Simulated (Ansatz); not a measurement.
The system is PbF2 (Fluorocronite).

```xyz
3
Lattice="0.0000 2.9637 2.9637 2.9637 0.0000 2.9637 2.9637 2.9637 0.0000" Properties=species:S:1:pos:R:3 pbc="T T T"
Pb    0.0000    0.0000    0.0000
F     4.4455    4.4455    4.4455
F     1.4818    1.4818    1.4818
```

Program: Ansatz 0.2.0. Alike in all runs: task single point; potentials or basis Ansatz PAW; no spin polarisation; cell as given; k mesh 5 × 5 × 5; cutoff (eV) 420; smearing fermi-dirac 0.05 eV.

Order these runs on this cell by their band gap on the k mesh, lowest first.
A. level PBE0; share of exact exchange 0.25
B. level PBE0 form with a typed share of exact exchange; share of exact exchange 0.35
C. level PBE0 form with a typed share of exact exchange; share of exact exchange 0
D. level PBE0 form with a typed share of exact exchange; share of exact exchange 0.5
E. level PBE0 form with a typed share of exact exchange; share of exact exchange 0.1

C (4.54 eV), E (5.35 eV), A (6.57 eV), B (7.39 eV), D (8.62 eV).

Caveats: odd divisions of the mesh miss points on the zone boundary, where band edges often lie, so the gap on the mesh can be too wide; spin-orbit coupling is left out, which as a rule narrows the gap of such compounds by several tenths of an eV.

A k mesh can miss the band edges.
